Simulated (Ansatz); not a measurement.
NaF: deformation potentials from a series

```xyz
2
Lattice="0.0000 2.3233 2.3233 2.3233 0.0000 2.3233 2.3233 2.3233 0.0000" Properties=species:S:1:pos:R:3 pbc="T T T"
Na    0.0000    0.0000    0.0000
F     2.3233    2.3233    2.3233
```

Atom numbers follow the list: Na1, F2.

The cell comes from COD entry 9007459, which wasn't checked; take it as a given geometry.

Method: DFT, LDA, all-electron LAPW, scalar-relativistic (Ansatz 0.2.0).

Sampling and basis: a Γ-centred 10×10×10 k mesh, Fermi–Dirac smearing of 0.02 eV, basis error target 0.5 meV/atom, no spin polarisation.

The strain is applied along the Cartesian axes of the cell as listed (the other components stay zero). Fractional coordinates are held (clamped ions).

Only quantities that a quadratic follows smoothly over the whole series are listed; rougher ones are left out.

```
    εzz  direct gap at Γ, from the mean of the top three filled levels (eV)  singlet less doublet of the top filled triplet at Γ (eV)
-0.0200                                                               6.028                                                    -0.002
 0.0000                                                               5.922                                                     0.000
 0.0100                                                               5.871                                                     0.001
 0.0200                                                               5.820                                                     0.003
```

Question: Fit the series and give the slopes at zero strain.

Answer: Least-squares fits y = p0 + p1 x + p2 x² to the rows give direct gap at Γ, from the mean of the top three filled levels (eV): p1 = -5.2, p2 = 4.5; singlet less doublet of the top filled triplet at Γ (eV): p1 = 0.122, p2 = 1.6. Without spin–orbit coupling the singlet lies 3b(εzz − εxx) above the doublet in the usual convention, so the shear deformation potential is b = 0.04 eV.

Question: One run, at εzz = -0.0100, is withheld. Predict its row.

Answer: The fits give 5.975, -0.001; the run gave 5.975, -0.001.
